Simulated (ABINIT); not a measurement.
# Ta (Im-3m) in ABINIT: further runs

The runs below take Ta through relaxation of cell and atoms, single point, with PBE.

Everything below comes from runs of ABINIT 10.8.3 (patched build). Logs are shortened: lines on timing, memory, paths and dates and some standing lists are left out, and cuts for length are marked. The log counts tension as positive stress, the text compression.

### Step 1. The crystal as given

Symmetry: Im-3m, No. 229, cubic system. The conventional cell has a = 3.303 Å, b = 3.303 Å, c = 3.303 Å, α = 90.00°, β = 90.00°, γ = 90.00°. Ta (site symmetry m-3m) is surrounded by 8 Ta at 2.86 Å.

### Step 2. Relaxation of cell and atoms, PBE

Input file run.abi:

```
# Pseudopotentials
pp_dirpath "./"
pseudos "Ta.upf"

# Structure
acell 5.4048073095 5.4048073095 5.4048073095
rprim
    -0.5773502692     0.5773502692     0.5773502692
     0.5773502692    -0.5773502692     0.5773502692
     0.5773502692     0.5773502692    -0.5773502692
ntypat 1
znucl 73
natom 1
typat 1
chkprim 0
chksymtnons 0
tolsym 1.0e-6
xred
            0.0            0.0            0.0

# Plane-wave basis
ecut 29.0
ecutsm 0.5

# k points
kptopt 1
ngkpt 8 8 8
nshiftk 1
shiftk 0.0 0.0 0.0

# Exchange and correlation
ixc 11

# Bands and occupations
nband 11
occopt 3
tsmear 0.05 eV

# SCF cycle
nstep 80
tolvrs 1.0e-12

# Output
iomode 3
prteig 0
prtebands 0
prtwf 0
prtden 0

# Relaxation
ionmov 2
optcell 2
ntime 50
tolmxf 2.0e-5
dilatmx 1.08
```

Potentials or basis: PseudoDojo NC SR PBE v0.4.1 standard.

On the command line:

```sh
$ abinit run.abi > log 2>&1
```

run.abo:

```text
.Version 10.8.3 of ABINIT
 Symmetries : space group Im -3 m (#229); Bravais cI (body-center cubic)
================================================================================
 Values of the parameters that define the memory need of the present run
     intxc =       0    ionmov =       2      iscf =       7    lmnmax =       8
     lnmax =       8     mgfft =      30  mpssoang =       4    mqgrid =    3001
     natom =       1  nloc_mem =       1    nspden =       1   nspinor =       1
    nsppol =       1      nsym =      48    n1xccc =    2501    ntypat =       1
    occopt =       3   xclevel =       2
       mpw =        1165          nfft =       27000          nkpt =          29
================================================================================
================================================================================

--------------------------------------------------------------------------------
------------- Echo of variables that govern the present computation ------------
--------------------------------------------------------------------------------
 -outvars: echo values of preprocessed input variables --------
            acell      5.4048073095E+00  5.4048073095E+00  5.4048073095E+00 Bohr
              amu      1.80947900E+02
          chkprim           0
      chksymtnons           0
          dilatmx      1.08000000E+00
             ecut      2.90000000E+01 Hartree
           ecutsm      5.00000000E-01 Hartree
           ionmov           2
              ixc          11
         kptrlatt        8    0    0      0    8    0      0    0    8
          kptrlen      4.32384585E+01
            natom           1
            nband          11
            ngfft          30      30      30
             nkpt          29
            nstep          80
             nsym          48
            ntime          50
           ntypat           1
           occopt           3
          optcell           2
           prtden           0
        prtebands           0
           prteig           0
            prtwf           0
            rprim     -5.7735026920E-01  5.7735026920E-01  5.7735026920E-01
                       5.7735026920E-01 -5.7735026920E-01  5.7735026920E-01
                       5.7735026920E-01  5.7735026920E-01 -5.7735026920E-01
          spgroup         229
           tolmxf      2.00000000E-05
           tolsym      1.00000000E-06
           tolvrs      1.00000000E-12
           tsmear      1.83746611E-03 Hartree
            typat      1
            znucl       73.00000

================================================================================

 chkinp: Checking input parameters for consistency.

================================================================================
== DATASET  1 ==================================================================

--- !DatasetInfo
iteration_state: {dtset: 1, }
dimensions: {natom: 1, nkpt: 29, mband: 11, nsppol: 1, nspinor: 1, nspden: 1, mpw: 1165, }
cutoff_energies: {ecut:  29.0, pawecutdg:  -1.0, }
electrons: {nelect:   1.30000000E+01, charge:   0.00000000E+00, occopt:   3.00000000E+00, tsmear:   1.83746611E-03, }
meta: {optdriver: 0, ionmov: 2, optcell: 2, iscf: 7, paral_kgb: 0, }
...

 Exchange-correlation functional for the present dataset will be:
  GGA: Perdew-Burke-Ernzerhof functional - ixc=11
  J.P.Perdew, K.Burke, M.Ernzerhof, PRL 77, 3865 (1996)

 Real(R)+Recip(G) space primitive vectors, cartesian coordinates (Bohr,Bohr^-1):
 R(1)= -3.1204670  3.1204670  3.1204670  G(1)=  0.0000000  0.1602324  0.1602324
 R(2)=  3.1204670 -3.1204670  3.1204670  G(2)=  0.1602324  0.0000000  0.1602324
 R(3)=  3.1204670  3.1204670 -3.1204670  G(3)=  0.1602324  0.1602324  0.0000000
 Unit cell volume ucvol=  1.2153987E+02 bohr^3
 Angles (23,13,12)=  1.09471221E+02  1.09471221E+02  1.09471221E+02 degrees

 getcut: wavevector=  0.0000  0.0000  0.0000  ngfft=  30  30  30
         ecut(hartree)=     33.826   => boxcut(ratio)=   2.12008

--- Pseudopotential description ------------------------------------------------
- pspini: atom type   1  psp file is ./Ta.upf
  73.00000  13.00000  171031                  znucl, zion, pspdat
12 -101130 3 -1 1450                          pspcod,pspxc,lmax,lloc,mmax
     nproj     2     2     2     2

   2.81919910E+02                                ecore*ucvol(ha*bohr**3)
--------------------------------------------------------------------------------

================================================================================

=== [ionmov= 2] Broyden-Fletcher-Goldfarb-Shanno method (forces)
================================================================================

--- Iteration: ( 1/50) Internal Cycle: (1/1)
--------------------------------------------------------------------------------

---SELF-CONSISTENT-FIELD CONVERGENCE--------------------------------------------

--- !BeginCycle
iteration_state: {dtset: 1, itime: 1, icycle: 1, }
solver: {iscf: 7, nstep: 80, nline: 4, wfoptalg: 0, }
tolerances: {tolvrs: 1.00E-12, }
...
[... 142 lines left out ...]
 -0.00000000000000E+00 -0.00000000000000E+00 -0.00000000000000E+00
 Scale of Primitive Cell (acell) [bohr]
  5.41044579720155E+00  5.41044579720155E+00  5.41044579720155E+00
 Real space primitive translations (rprimd) [bohr]
 -3.12372233745019E+00  3.12372233745019E+00  3.12372233745019E+00
  3.12372233745019E+00 -3.12372233745019E+00  3.12372233745019E+00
  3.12372233745020E+00  3.12372233745020E+00 -3.12372233745020E+00
 Unitary Cell Volume (ucvol) [Bohr^3]=  1.21920647627412E+02
 Angles (23,13,12)= [degrees]
  1.09471220634491E+02  1.09471220634491E+02  1.09471220634491E+02
 Lengths [Bohr]
  5.41044579720155E+00  5.41044579720155E+00  5.41044579720155E+00
 Stress tensor in cartesian coordinates (strten) [Ha/bohr^3]
 -1.30070598290642E-05  0.00000000000000E+00  0.00000000000000E+00
  0.00000000000000E+00 -1.30070598290608E-05  0.00000000000000E+00
  0.00000000000000E+00  0.00000000000000E+00 -1.30070598290503E-05
 Total energy (etotal) [Ha]= -6.51045360951155E+01

 Difference of energy with previous step (new-old):
           Absolute (Ha)=-9.08646E-06
           Relative     =-1.39567E-07

--- Iteration: ( 3/50) Internal Cycle: (1/1)
--------------------------------------------------------------------------------

---SELF-CONSISTENT-FIELD CONVERGENCE--------------------------------------------

--- !BeginCycle
iteration_state: {dtset: 1, itime: 3, icycle: 1, }
solver: {iscf: 7, nstep: 80, nline: 4, wfoptalg: 0, }
tolerances: {tolvrs: 1.00E-12, }
...
[... 56 lines left out ...]
 -0.00000000000000E+00 -0.00000000000000E+00 -0.00000000000000E+00
 Scale of Primitive Cell (acell) [bohr]
  5.41383194798083E+00  5.41383194798083E+00  5.41383194798083E+00
 Real space primitive translations (rprimd) [bohr]
 -3.12567733251413E+00  3.12567733251413E+00  3.12567733251413E+00
  3.12567733251413E+00 -3.12567733251413E+00  3.12567733251413E+00
  3.12567733251413E+00  3.12567733251413E+00 -3.12567733251413E+00
 Unitary Cell Volume (ucvol) [Bohr^3]=  1.22149704609468E+02
 Angles (23,13,12)= [degrees]
  1.09471220634491E+02  1.09471220634491E+02  1.09471220634491E+02
 Lengths [Bohr]
  5.41383194798084E+00  5.41383194798083E+00  5.41383194798084E+00
 Stress tensor in cartesian coordinates (strten) [Ha/bohr^3]
 -9.24578811359322E-08  0.00000000000000E+00  0.00000000000000E+00
  0.00000000000000E+00 -9.24578811463406E-08  0.00000000000000E+00
  0.00000000000000E+00  0.00000000000000E+00 -9.24578811428711E-08
 Total energy (etotal) [Ha]= -6.51045375933797E+01

 Difference of energy with previous step (new-old):
           Absolute (Ha)=-1.49826E-06
           Relative     =-2.30132E-08

 At Broyd/MD step   3, gradients are converged :
  max grad (force/stress) = 9.2458E-06 < tolmxf= 2.0000E-05 ha/bohr (free atoms)

================================================================================

 ----iterations are completed or convergence reached----

 Mean square residual over all n,k,spin=   25.537E-09; max=  77.226E-07
 reduced coordinates (array xred) for    1 atoms
       0.000000000000      0.000000000000      0.000000000000
 rms dE/dt=  0.0000E+00; max dE/dt=  0.0000E+00; dE/dt below (all hartree)
    1       0.000000000000      0.000000000000      0.000000000000

 cartesian coordinates (angstrom) at end:
    1      0.00000000000000     0.00000000000000     0.00000000000000

 cartesian forces (hartree/bohr) at end:
    1     -0.00000000000000    -0.00000000000000    -0.00000000000000
 frms,max,avg= 0.0000000E+00 0.0000000E+00   0.000E+00  0.000E+00  0.000E+00 h/b

 cartesian forces (eV/Angstrom) at end:
    1     -0.00000000000000    -0.00000000000000    -0.00000000000000
 frms,max,avg= 0.0000000E+00 0.0000000E+00   0.000E+00  0.000E+00  0.000E+00 e/A
 length scales=  5.413831947981  5.413831947981  5.413831947981 bohr
              =  2.864876488586  2.864876488586  2.864876488586 angstroms
 Fermi (or HOMO) energy (hartree) =   0.49782   Average Vxc (hartree)=  -0.48013
 Eigenvalues (hartree) for nkpt=  29  k points:
 kpt#   1, nband= 11, wtk=  0.00195, kpt=  0.0000  0.0000  0.0000 (reduced coord)
  -1.96990   -0.71752   -0.71752   -0.71752    0.20683    0.52452    0.52452    0.52452
   0.64419    0.64419    1.03247
      occupation numbers for kpt#   1
   2.00000    2.00000    2.00000    2.00000    2.00000    0.00000    0.00000    0.00000
   0.00000    0.00000    0.00000
 prteigrs : prtvol=0 or 1, do not print more k-points.

--- !EnergyTerms
iteration_state     : {dtset: 1, itime: 3, icycle: 1, }
comment             : Components of total free energy in Hartree
kinetic             :  1.71595372404437E+01
hartree             :  7.36606181209620E+00
xc                  : -1.48073693948769E+01
Ewald energy        : -4.91917740971845E+01
psp_core            :  2.30798683678310E+00
local_psp           : -3.25828771457994E+01
non_local_psp       :  4.64417856954710E+00
internal            : -6.51042561789907E+01
'-kT*entropy'       : -2.81414388973609E-04
total_energy        : -6.51045375933797E+01
total_energy_eV     : -1.77158471881944E+03
band_energy         : -6.24767382382203E+00
...

 Cartesian components of stress tensor (hartree/bohr^3)
  sigma(1 1)= -9.24578811E-08  sigma(3 2)=  0.00000000E+00
  sigma(2 2)= -9.24578811E-08  sigma(3 1)=  0.00000000E+00
  sigma(3 3)= -9.24578811E-08  sigma(2 1)=  0.00000000E+00

-Cartesian components of stress tensor (GPa)         [Pressure=  2.7202E-03 GPa]
- sigma(1 1)= -2.72020478E-03  sigma(3 2)=  0.00000000E+00
- sigma(2 2)= -2.72020478E-03  sigma(3 1)=  0.00000000E+00
- sigma(3 3)= -2.72020478E-03  sigma(2 1)=  0.00000000E+00

== END DATASET(S) ==============================================================
================================================================================

 -outvars: echo values of variables after computation  --------
            acell      5.4138319480E+00  5.4138319480E+00  5.4138319480E+00 Bohr
           etotal     -6.5104537593E+01
            fcart     -0.0000000000E+00 -0.0000000000E+00 -0.0000000000E+00
            rprim     -5.7735026919E-01  5.7735026919E-01  5.7735026919E-01
                       5.7735026919E-01 -5.7735026919E-01  5.7735026919E-01
                       5.7735026919E-01  5.7735026919E-01 -5.7735026919E-01
           strten     -9.2457881136E-08 -9.2457881146E-08 -9.2457881143E-08
                       0.0000000000E+00  0.0000000000E+00  0.0000000000E+00
 Calculation completed.
```

Run time: 20 s. Hardware: 1 thread of Arm Neoverse V2, shared host; peak memory 0.07 GiB.

What came out:

```
Free energy                            : -1771.5847 eV
Relaxed volume                         : 18.10 Å³/atom
Relaxed cell                           : a = 2.865 Å, b = 2.865 Å, c = 2.865 Å, α = 109.47°, β = 109.47°, γ = 109.47°
Space group after relaxing (to 0.05 Å) : Im-3m (No. 229)
Energy gained by relaxing              : 0.3 meV/atom
Ionic steps                            : 3
Pressure after relaxing                : 0.0 GPa
Band gap on the k mesh                 : none (metal or under the smearing width)
```

The path:
| step | energy change (eV) | largest force (eV/Å) | pressure (GPa) | volume (Å³) |
| --- | --- | --- | --- | --- |
| 1 | 0.0000 | 0.0000 | 1.02 | 18.01 |
| 2 | -0.0002 | 0.0000 | 0.38 | 18.07 |
| 3 | -0.0003 | 0.0000 | 0.00 | 18.10 |

Final structure:
```
CELL_PARAMETERS angstrom
-1.65404 1.65404 1.65404
1.65404 -1.65404 1.65404
1.65404 1.65404 -1.65404
ATOMIC_POSITIONS crystal
Ta 0.00000 0.00000 0.00000
```

(Continued in part 2 of 2.)
